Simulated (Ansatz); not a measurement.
ZrS and the effect of the dispersion correction

The cell as given:

```
Zr S
1.0
     0.00000    2.62500    2.62500
     2.62500    0.00000    2.62500
     2.62500    2.62500    0.00000
Zr S
1 1
Direct
  0.00000 0.00000 0.00000
  0.50000 0.50000 0.50000
```

Kept alike: task relaxation of cell and atoms; functional BLYP; k mesh 9 × 9 × 9; occupations fermi-dirac, width 0.05 eV; no spin polarisation. Program: Ansatz, Ansatz PAW, cutoff 420 eV. The mesh is that of the run's cell of 2 atoms. No spin-orbit coupling.

| dispersion correction | volume (Å³/atom) |
| --- | --- |
| D3(BJ) | 17.375 |
| D4 | 17.999 |
| none | 18.877 |

The relaxations keep at least the cell's symmetry (Fm-3m). For a metal such a mesh leaves the last digits unconverged. Relaxations stop with a little pressure left, so the last digits of a volume or edge aren't settled. All rows use potentials made for PBE.

The volume runs from 17.375 (D3(BJ)) to 18.877 Å³/atom (none). Against no correction: D3(BJ) -8.0 %; D4 -4.7 %. Dispersion terms mostly attract and so lower the volume; the schemes' coefficients and damping set how far.
